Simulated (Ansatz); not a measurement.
Crystal: I.

```xyz
1
Lattice="-2.0894 2.0894 2.0894 2.0894 -2.0894 2.0894 2.0894 2.0894 -2.0894" Properties=species:S:1:pos:R:3 pbc="T T T"
I     0.0000    0.0000    0.0000
```

The real solid is made of molecules; this cell is a model form.

Base run:

```yaml
Program: Ansatz 0.2.0
Functional: PBE
Potentials_or_basis: Ansatz PAW
Cutoff: "420 eV (not typed: the program's choice for these potentials)"
k_mesh: 9 × 9 × 9
Occupations: gaussian, width 0.02 eV
Spin: no spin polarisation
```

Its results: band gap on the k mesh none (metal or under the smearing width); pressure -0.2 GPa.

The run is repeated on the same cell with these changes: functional from PBE to PBEsol; occupations from gaussian, width 0.02 eV to gaussian, width 0.1 eV. What comes out?

Band gap on the k mesh none (metal or under the smearing width); pressure -2.5 GPa.

Caveats: an odd number of electrons without spin polarisation forces a metal; a magnetic or distorted state may lie lower; the PAW data sets come from PBE, with cores solved anew for the run's functional, which leaves a small shift of forces and pressure (some runs).
